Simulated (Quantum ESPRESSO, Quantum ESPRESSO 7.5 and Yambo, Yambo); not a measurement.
# Local fields in the dielectric function of GaP (F-43m)

Aim: the dielectric function and the loss function of GaP (F-43m), with and without local fields.

Method: PBE and many-body steps on it, plane waves, in Quantum ESPRESSO 7.5 and Yambo 5.3.0.

Most raw output is cut from this account.

## 1. The structure

The structure is cubic, space group F-43m (No. 216). Conventional cell: a = 5.450 Å, b = 5.450 Å, c = 5.450 Å, α = 90.00°, β = 90.00°, γ = 90.00°. Nearest to Ga lie 4 P at 2.36 Å. Nearest to P lie 4 Ga at 2.36 Å. Farther neighbours are not listed.

The cell and positions come from the Crystallography Open Database and are kept as given unless a step says otherwise.

## 2. Empty states on the mesh, 6×6×6 mesh, 46 bands

This step: Quantum ESPRESSO 7.5; DFT, PBE, plane waves, norm-conserving pseudopotentials.

The sums over transitions need many empty states on a uniform mesh; this step solves for them.

File pw.in:

```
&control
  calculation = 'nscf'
  prefix = 'x'
  outdir = 'o'
  pseudo_dir = 'pseudo'
/
&system
  ibrav = 0
  nat = 2
  ntyp = 2
  ecutwfc = 72.0
  nbnd = 46
  force_symmorphic = .true.
/
&electrons
  conv_thr = 1e-9
  electron_maxstep = 80
  diago_full_acc = .true.
  diago_thr_init = 5e-6
/
ATOMIC_SPECIES
  Ga 69.723 Ga.upf
  P 30.974 P.upf
CELL_PARAMETERS angstrom
  0.0000000000 2.7252500000 2.7252500000
  2.7252500000 0.0000000000 2.7252500000
  2.7252500000 2.7252500000 0.0000000000
ATOMIC_POSITIONS crystal
  Ga 0.0000000000 0.0000000000 0.0000000000
  P 0.2500000000 0.2500000000 0.2500000000
K_POINTS automatic
  6 6 6 0 0 0
```

Launch:

```bash
> OMP_NUM_THREADS=1 mpirun -n 4 pw.x -nk 4 -in pw.in > pw.out
```

Wall time 4.4 s (4 MPI ranks of Arm Neoverse V1, shared host); peak memory 0.23 GiB; 17 s of CPU time.

Numbers from this step:

- gap: 1.653 eV
- k of the valence top: 0, 0, 0
- k of the conduction bottom: 0, -0.5, -0.5
- least direct gap: 1.817 eV
- k points computed: 16
- lowest point of the top converged band, above the valence top: 44.50 eV

On this mesh the gap is 1.653 eV.

The density comes from a self-consistent run that is not shown.

## 3. Conversion and set-up

This step: Yambo 5.3.0; conversion and set-up on PBE, plane waves, norm-conserving pseudopotentials.

The states are converted to the many-body program's format and the q mesh is built.

Launch:

```bash
> (cd o/x.save; p2y > p2y.log; mv SAVE ../..); yambo > setup.log
```

It took 2.7 s on 1 MPI rank; peak memory 0.24 GiB.

## 4. RPA response with local fields

The response function is computed on a frequency grid, with local fields up to the given cutoff.

This step: RPA response with local fields on PBE, plane waves, norm-conserving pseudopotentials.

File optics1.in:

```
optics
chi
dipoles
Chimod= "HARTREE"
% QpntsRXd
 1 | 4 |
%
% BndsRnXd
 1 | 46 |
%
NGsBlkXd= 3 Ry
% EnRngeXd
 0 | 30 | eV
%
% DmRngeXd
 0.2 | 0.2 | eV
%
ETStpsXd= 301
% LongDrXd
 1 | 0 | 0 |
%
```

Launch:

```bash
> OMP_NUM_THREADS=1 mpirun -n 4 yambo -F optics1.in -J optics1 -C optics1 > optics1.log
```

Wall time 37 s (4 MPI ranks); peak memory 1.3 GiB; 2.4 min of CPU time.

This step gave:

- ε at zero frequency: 12.25
- the same without local fields: 13.33
- loss peak: 16.2 eV

The static value is 12.25.

The ε₂ has structure finer than the step of the table below, so its rows give means over 1 eV, whole bins alone (the curve runs from 0 to 30 eV). Peaks (eV: height): HARTREE 2.8: 24.8, 4.4: 33.4; no local fields 2.8: 25.6, 4.4: 38.0.

Broadening 0.2 eV; field along x. Table of ε₂ by energy; means over each step:

```csv
energy (eV),HARTREE,no local fields
1,1.01,1.11
2,4.27,4.57
3,12.9,13.5
4,19.0,23.4
5,12.4,12.5
6,6.42,7.86
7,6.08,6.78
8,4.30,3.88
9,1.84,1.62
10,1.49,1.59
11,1.28,1.15
12,0.907,0.687
13,0.610,0.505
14,0.540,0.433
15,0.499,0.371
16,0.314,0.233
17,0.323,0.276
18,0.312,0.265
19,0.405,0.375
20,0.295,0.303
21,0.217,0.191
22,0.222,0.231
23,0.219,0.231
24,0.182,0.140
25,0.146,0.143
26,0.165,0.193
27,0.174,0.179
28,0.175,0.194
29,0.154,0.151
```

The loss function, HARTREE has structure finer than the step of the table below, so its rows give means over 1 eV, whole bins alone (the curve runs from 0 to 30 eV). Peaks (eV: height): 14.7: 2.18, 16.2: 3.59, 19.7: 1.94.

Broadening 0.2 eV; field along x. The loss function, HARTREE by energy loss; means over each step:

```csv
energy loss (eV),"loss function, HARTREE"
1,0.00534
2,0.0146
3,0.0487
4,0.0321
5,0.0663
6,0.139
7,0.146
8,0.135
9,0.159
10,0.354
11,0.418
12,0.477
13,0.821
14,1.31
15,1.81
16,2.96
17,2.40
18,1.75
19,1.44
20,1.63
21,1.17
22,0.746
23,0.707
24,0.596
25,0.384
26,0.355
27,0.376
28,0.364
29,0.329
```

The Im eps has structure finer than the step of the table below, so its rows give means over 1 eV, whole bins alone (the curve runs from 0 to 30 eV). Peaks (eV: height): HARTREE 5.2: 13.7, 6.3: 13.6; no local fields 5.1: 17.5.

Broadening 0.2 eV; momentum transfer q number 2. Table of Im eps by energy; means over each step:

```csv
energy (eV),HARTREE,no local fields
1,0.230,0.283
2,0.382,0.468
3,1.65,2.09
4,5.25,6.37
5,11.3,14.6
6,12.8,14.9
7,8.27,7.91
8,3.43,3.40
9,2.15,2.38
10,2.43,2.43
11,1.87,1.52
12,1.11,0.927
13,0.753,0.629
14,0.560,0.486
15,0.488,0.384
16,0.421,0.308
17,0.378,0.296
18,0.371,0.296
19,0.377,0.385
20,0.304,0.304
21,0.221,0.189
22,0.219,0.230
23,0.234,0.241
24,0.180,0.140
25,0.151,0.144
26,0.170,0.193
27,0.162,0.176
28,0.171,0.188
29,0.147,0.149
```

Broadening 0.2 eV; momentum transfer q number 2. Table of -Im 1/eps, HARTREE by energy loss; read off at these points:

```csv
energy loss (eV),"-Im 1/eps, HARTREE"
0.0,0.00426
1.0,0.00456
2.0,0.00583
3.0,0.0123
4.0,0.0392
5.0,0.0499
6.0,0.0723
7.0,0.0958
8.0,0.149
9.0,0.307
10.0,0.327
11.0,0.380
12.0,0.432
13.0,0.650
14.0,1.32
15.0,2.08
15.8,2.56
16.0,2.35
17.0,2.26
18.0,1.72
19.0,1.51
19.6,1.70
20.0,1.58
21.0,1.21
22.0,0.718
23.0,0.709
24.0,0.571
25.0,0.361
26.0,0.316
27.0,0.348
28.0,0.397
29.0,0.344
30.0,0.202
```

The Im eps has structure finer than the step of the table below, so its rows give means over 1 eV, whole bins alone (the curve runs from 0 to 30 eV). Peaks (eV: height): HARTREE 6.9: 7.15, 8.0: 7.64, 9.3: 5.65; no local fields 6.8: 9.59, 7.9: 9.51, 9.2: 6.46.

Broadening 0.2 eV; momentum transfer q number 3. The Im eps by energy; means over each step:

```csv
energy (eV),HARTREE,no local fields
1,0.0855,0.112
2,0.123,0.166
3,0.288,0.388
4,0.696,0.928
5,1.93,2.57
6,3.51,5.02
7,6.28,8.62
8,6.54,7.77
9,4.90,5.53
10,4.82,4.27
11,2.73,2.45
12,1.90,1.55
13,1.20,0.994
14,1.03,0.946
15,0.997,0.887
16,0.750,0.576
17,0.614,0.478
18,0.434,0.357
19,0.397,0.449
20,0.354,0.362
21,0.314,0.262
22,0.270,0.275
23,0.273,0.257
24,0.206,0.156
25,0.163,0.159
26,0.165,0.201
27,0.171,0.182
28,0.187,0.195
29,0.155,0.152
```

## 5. Independent-particle response

This step: independent-particle response on PBE, plane waves, norm-conserving pseudopotentials.

File optics2.in:

```
optics
chi
dipoles
Chimod= "IP"
% QpntsRXd
 1 | 1 |
%
% BndsRnXd
 1 | 46 |
%
NGsBlkXd= 1 RL
% EnRngeXd
 0 | 30 | eV
%
% DmRngeXd
 0.2 | 0.2 | eV
%
ETStpsXd= 301
% LongDrXd
 1 | 0 | 0 |
%
```

Launch:

```bash
> OMP_NUM_THREADS=1 mpirun -n 4 yambo -F optics2.in -J optics2 -C optics2 > optics2.log
```

Wall time 2.4 s (4 MPI ranks); peak memory 1 GiB; 5.1 s of CPU time.

Numbers from this step:

```yaml
eps_at_zero_frequency: 13.33
loss_peak: 15.9 eV
```

The static value is 13.33.

The ε₂, IP has structure finer than the step of the table below, so its rows give means over 1 eV, whole bins alone (the curve runs from 0 to 30 eV). Peaks (eV: height): 2.8: 25.6, 4.4: 38.0.

Broadening 0.2 eV; field along x. The ε₂, IP by energy; means over each step:

energy (eV), ε₂, IP and a bar:
```
        1        1.1 #
        2        4.6 ######
        3       13.5 #################
        4       23.4 ##############################
        5       12.5 ################
        6        7.9 ##########
        7        6.8 #########
        8        3.9 #####
        9        1.6 ##
       10        1.6 ##
       11        1.2 #
       12        0.7 #
       13        0.5 
       14        0.4 
       15        0.4 
       16        0.2 
       17        0.3 
       18        0.3 
       19        0.4 
       20        0.3 
       21        0.2 
       22        0.2 
       23        0.2 
       24        0.1 
       25        0.1 
       26        0.2 
       27        0.2 
       28        0.2 
       29        0.2
```

## 6. RPA response with local fields, scissors 0.542 eV

This step: RPA response with local fields on PBE, plane waves, norm-conserving pseudopotentials.

File optics4.in:

```
optics
chi
dipoles
Chimod= "HARTREE"
% QpntsRXd
 1 | 1 |
%
% BndsRnXd
 1 | 46 |
%
NGsBlkXd= 3 Ry
% EnRngeXd
 0 | 20 | eV
%
% DmRngeXd
 0.15 | 0.15 | eV
%
ETStpsXd= 201
% LongDrXd
 1 | 0 | 0 |
%
% XfnQP_E
 0.542 | 1.0 | 1.0 |
%
```

Launch:

```bash
> OMP_NUM_THREADS=1 mpirun -n 4 yambo -F optics4.in -J optics4 -C optics4 > optics4.log
```

It took 4.3 s on 4 MPI ranks; peak memory 1.2 GiB; 13 s of CPU time.

This step gave:

* ε at zero frequency: 10.88
* the same without local fields: 11.80
* loss peak: 16.8 eV

The static value is 10.88.

The ε₂ has structure finer than the step of the table below, so its rows give means over 1 eV, whole bins alone (the curve runs from 0 to 20 eV). Peaks (eV: height): HARTREE 3.4: 29.3, 5.0: 40.7; no local fields 3.3: 31.9, 4.9: 45.1.

Broadening 0.15 eV; field along x. The ε₂ by energy; means over each step:

```csv
energy (eV),HARTREE,no local fields
1,0.438,0.485
2,2.28,2.36
3,11.4,12.0
4,9.40,11.0
5,23.2,26.0
6,6.71,7.78
7,6.03,7.34
8,5.87,5.62
9,2.88,2.45
10,1.22,1.35
11,1.55,1.43
12,1.18,0.937
13,0.688,0.537
14,0.534,0.455
15,0.476,0.390
16,0.450,0.268
17,0.290,0.233
18,0.301,0.261
19,0.346,0.299
```

## 7. TDDFT response, long-range kernel, scissors 0.542 eV

This step: TDDFT response, long-range kernel on PBE, plane waves, norm-conserving pseudopotentials.

File optics5.in:

```
optics
chi
dipoles
tddft
Chimod= "LRC"
% QpntsRXd
 1 | 1 |
%
% BndsRnXd
 1 | 46 |
%
NGsBlkXd= 3 Ry
% EnRngeXd
 0 | 20 | eV
%
% DmRngeXd
 0.15 | 0.15 | eV
%
ETStpsXd= 201
% LongDrXd
 1 | 0 | 0 |
%
% XfnQP_E
 0.542 | 1.0 | 1.0 |
%
LRC_alpha= -0.164
```

Launch:

```bash
> OMP_NUM_THREADS=1 mpirun -n 4 yambo -F optics5.in -J optics5 -C optics5 > optics5.log
```

Wall time 4.3 s (4 MPI ranks); peak memory 1.2 GiB.

This step gave:

- ε at zero frequency: 12.34
- the same without local fields: 11.80
- loss peak: 16.8 eV

The static value is 12.34.

## 8. RPA response with local fields, local-field cutoff (6×6×6 mesh, 46 bands, screening to 13.6 eV, broadening 0.2 eV)

This step: RPA response with local fields on PBE, plane waves, norm-conserving pseudopotentials.

File optics6.in:

```
optics
chi
dipoles
Chimod= "HARTREE"
% QpntsRXd
 1 | 1 |
%
% BndsRnXd
 1 | 46 |
%
NGsBlkXd= 1 Ry
% EnRngeXd
 0 | 30 | eV
%
% DmRngeXd
 0.2 | 0.2 | eV
%
ETStpsXd= 301
% LongDrXd
 1 | 0 | 0 |
%
```

Launch:

```bash
> OMP_NUM_THREADS=1 mpirun -n 4 yambo -F optics6.in -J optics6 -C optics6 > optics6.log
```

Elapsed: 2.9 s, on 4 MPI ranks; peak memory 1 GiB.

Numbers from this step:

```yaml
eps_at_zero_frequency: 12.65
the_same_without_local_fields: 13.33
loss_peak: 16 eV
```

The static value is 12.65.

## 9. RPA response with local fields, local-field cutoff (6×6×6 mesh, 46 bands, screening to 81.6 eV, broadening 0.2 eV)

File optics7.in:

```
optics
chi
dipoles
Chimod= "HARTREE"
% QpntsRXd
 1 | 1 |
%
% BndsRnXd
 1 | 46 |
%
NGsBlkXd= 6 Ry
% EnRngeXd
 0 | 30 | eV
%
% DmRngeXd
 0.2 | 0.2 | eV
%
ETStpsXd= 301
% LongDrXd
 1 | 0 | 0 |
%
```

Launch:

```bash
> OMP_NUM_THREADS=1 mpirun -n 4 yambo -F optics7.in -J optics7 -C optics7 > optics7.log
```

Wall time 11 s (4 MPI ranks); peak memory 1.4 GiB; 39 s of CPU time.

This step gave:

```
ε at zero frequency           : 12.14
the same without local fields : 13.33
loss peak                     : 16.2 eV
```

The static value is 12.14.

The ε₂ has structure finer than the step of the table below, so its rows give means over 1 eV, whole bins alone (the curve runs from 0 to 30 eV). Peaks (eV: height): HARTREE 2.8: 24.4, 4.4: 33.1; no local fields 2.8: 25.6, 4.4: 38.0.

Broadening 0.2 eV; field along x. The ε₂ by energy; means over each step:

```csv
energy (eV),HARTREE,no local fields
1,0.997,1.11
2,4.19,4.57
3,12.7,13.5
4,18.7,23.4
5,12.4,12.5
6,6.40,7.86
7,6.08,6.78
8,4.39,3.88
9,1.85,1.62
10,1.50,1.59
11,1.29,1.15
12,0.912,0.687
13,0.614,0.505
14,0.544,0.433
15,0.503,0.371
16,0.316,0.233
17,0.323,0.276
18,0.311,0.265
19,0.406,0.375
20,0.295,0.303
21,0.217,0.191
22,0.221,0.231
23,0.216,0.231
24,0.183,0.140
25,0.145,0.143
26,0.162,0.193
27,0.173,0.179
28,0.172,0.194
29,0.151,0.151
```

## 10. RPA response with local fields, fewer bands (6×6×6 mesh, 17 bands, screening to 40.8 eV, broadening 0.2 eV)

File optics8.in:

```
optics
chi
dipoles
Chimod= "HARTREE"
% QpntsRXd
 1 | 1 |
%
% BndsRnXd
 1 | 17 |
%
NGsBlkXd= 3 Ry
% EnRngeXd
 0 | 30 | eV
%
% DmRngeXd
 0.2 | 0.2 | eV
%
ETStpsXd= 301
% LongDrXd
 1 | 0 | 0 |
%
```

Launch:

```bash
> OMP_NUM_THREADS=1 mpirun -n 4 yambo -F optics8.in -J optics8 -C optics8 > optics8.log
```

The job ended after 2.8 s (4 MPI ranks; peak memory 1.1 GiB; 6.8 s of CPU time).

Numbers from this step:

```
ε at zero frequency           : 12.11
the same without local fields : 13.27
loss peak                     : 16.3 eV
```

## 11. RPA response with local fields, broadening (6×6×6 mesh, 46 bands, screening to 40.8 eV, broadening 0.5 eV)

File optics9.in:

```
optics
chi
dipoles
Chimod= "HARTREE"
% QpntsRXd
 1 | 1 |
%
% BndsRnXd
 1 | 46 |
%
NGsBlkXd= 3 Ry
% EnRngeXd
 0 | 30 | eV
%
% DmRngeXd
 0.5 | 0.5 | eV
%
ETStpsXd= 301
% LongDrXd
 1 | 0 | 0 |
%
```

Launch:

```bash
> OMP_NUM_THREADS=1 mpirun -n 4 yambo -F optics9.in -J optics9 -C optics9 > optics9.log
```

It took 5.2 s on 4 MPI ranks; peak memory 1.3 GiB.

This step gave:

- ε at zero frequency: 12.06
- the same without local fields: 13.12
- loss peak: 16.2 eV

The static value is 12.06.

## 12. Empty states on the mesh, 4×4×4 mesh, 46 bands

This step: Quantum ESPRESSO 7.5; DFT, PBE, plane waves, norm-conserving pseudopotentials.

pw.in, as its differences from that of step 2:

```diff
@@ -31,2 +31,2 @@
 K_POINTS automatic
-  6 6 6 0 0 0
+  4 4 4 0 0 0
```

Launch:

```bash
> OMP_NUM_THREADS=1 mpirun -n 4 pw.x -nk 4 -in pw.in > pw.out
```

Run time: 2.7 s. Hardware: 4 MPI ranks; peak memory 0.23 GiB; 11 s of CPU time.

This step gave:

```
gap                                                           : 1.653 eV
k of the valence top                                          : 0, 0, 0
k of the conduction bottom                                    : 0, -0.5, -0.5
least direct gap                                              : 1.817 eV
k points computed                                             : 8
lowest point of the top converged band, above the valence top : 45.23 eV
```

On this mesh the gap is 1.653 eV.

## 13. Conversion and set-up

This step: Yambo 5.3.0; conversion and set-up on PBE, plane waves, norm-conserving pseudopotentials.

Launch:

```bash
> (cd o/x.save; p2y > p2y.log; mv SAVE ../..); yambo > setup.log
```

Elapsed: 2.4 s, on 1 MPI rank; peak memory 0.24 GiB.

## 14. RPA response with local fields, k mesh (4×4×4 mesh, 46 bands, screening to 40.8 eV, broadening 0.2 eV)

This step: RPA response with local fields on PBE, plane waves, norm-conserving pseudopotentials.

File optics10.in:

```
optics
chi
dipoles
Chimod= "HARTREE"
% QpntsRXd
 1 | 1 |
%
% BndsRnXd
 1 | 46 |
%
NGsBlkXd= 3 Ry
% EnRngeXd
 0 | 30 | eV
%
% DmRngeXd
 0.2 | 0.2 | eV
%
ETStpsXd= 301
% LongDrXd
 1 | 0 | 0 |
%
```

Launch:

```bash
> OMP_NUM_THREADS=1 mpirun -n 4 yambo -F optics10.in -J optics10 -C optics10 > optics10.log
```

Wall time 3.3 s (4 MPI ranks); peak memory 1.1 GiB; 8.9 s of CPU time.

Numbers from this step:

```yaml
eps_at_zero_frequency: 18.05
the_same_without_local_fields: 19.42
loss_peak: 16.2 eV
```

The static value is 18.05.

## 15. The runs together

Times are wall times on 4 MPI ranks of Arm Neoverse V1, shared host, good to a factor of about two.

```csv
run,ε(0),without local fields,loss peak (eV),time
RPA response with local fields,12.25,13.33,16.20,37 s
independent-particle response,13.33,-,15.90,2.4 s
"RPA response with local fields, scissors 0.542 eV",10.88,11.80,16.80,4.3 s
"TDDFT response, long-range kernel, scissors 0.542 eV",12.34,11.80,16.80,4.3 s
"RPA response with local fields, local-field cutoff (6×6×6 mesh, 46 bands, screening to 13.6 eV, broadening 0.2 eV)",12.65,13.33,16.00,2.9 s
"RPA response with local fields, local-field cutoff (6×6×6 mesh, 46 bands, screening to 81.6 eV, broadening 0.2 eV)",12.14,13.33,16.20,11 s
"RPA response with local fields, fewer bands (6×6×6 mesh, 17 bands, screening to 40.8 eV, broadening 0.2 eV)",12.11,13.27,16.30,2.8 s
"RPA response with local fields, broadening (6×6×6 mesh, 46 bands, screening to 40.8 eV, broadening 0.5 eV)",12.06,13.12,16.20,5.2 s
"RPA response with local fields, k mesh (4×4×4 mesh, 46 bands, screening to 40.8 eV, broadening 0.2 eV)",18.05,19.42,16.20,3.3 s
```

The first run by momentum transfer (q is the index in the program's list of mesh points):

```csv
q index,ε(0),loss peak (eV)
2,6.83,15.8
3,4.16,18.1
4,2.83,21.1
```

## 16. Outcome

| Quantity | Value |
| --- | --- |
| RPA response with local fields | ε(0) 12.25 |
| independent-particle response | ε(0) 13.33 |
| scissors 0.542 eV | ε(0) 10.88 |
| TDDFT response, long-range kernel, scissors 0.542 eV | ε(0) 12.34 |
| local-field cutoff (6×6×6 mesh, 46 bands, screening to 13.6 eV, broadening 0.2 eV) | ε(0) 12.65 |
| local-field cutoff (6×6×6 mesh, 46 bands, screening to 81.6 eV, broadening 0.2 eV) | ε(0) 12.14 |
| fewer bands (6×6×6 mesh, 17 bands, screening to 40.8 eV, broadening 0.2 eV) | ε(0) 12.11 |
| broadening (6×6×6 mesh, 46 bands, screening to 40.8 eV, broadening 0.5 eV) | ε(0) 12.06 |

In words: In the optical limit the electronic ε(0) is 12.25, against 13.33 without local fields. The loss function is ragged on such meshes, so its highest point can hop between humps. At the last q listed ε(0) has fallen to 2.83 and the loss peak moves from 16.2 eV to 21.1 eV. Independent-particle response: ε(0) = 13.33. RPA response with local fields, scissors 0.542 eV: ε(0) = 10.88. TDDFT response, long-range kernel, scissors 0.542 eV: ε(0) = 12.34. RPA response with local fields, local-field cutoff (6×6×6 mesh, 46 bands, screening to 13.6 eV, broadening 0.2 eV): ε(0) = 12.65. RPA response with local fields, local-field cutoff (6×6×6 mesh, 46 bands, screening to 81.6 eV, broadening 0.2 eV): ε(0) = 12.14. RPA response with local fields, fewer bands (6×6×6 mesh, 17 bands, screening to 40.8 eV, broadening 0.2 eV): ε(0) = 12.11. RPA response with local fields, broadening (6×6×6 mesh, 46 bands, screening to 40.8 eV, broadening 0.5 eV): ε(0) = 12.06. RPA response with local fields, k mesh (4×4×4 mesh, 46 bands, screening to 40.8 eV, broadening 0.2 eV): ε(0) = 18.05. The first run's time covers all its momentum transfers. ε(0) converges slowly with a Γ-centred mesh, and this one is not shown settled. Unless a shift is named, the levels are those of the density functional, and only a kernel with a long-range part can bind an exciton.

[Paths, hosts, dates, memory and timing lines, banners, echoed tables and standing remarks are left out of the program output.]

[Logs are printed without paths, hosts, clocks, repeated set-up lines and the standing remarks that a program may print on its own settings, such as how far it seeks lower states.]

[Runs of the session that timed out or met a known fault of the program may be left out.]

[Hosts, paths, dates, database ids (printed as entryN), source tags and the programs' standing remarks are cut or masked in the printed files.]
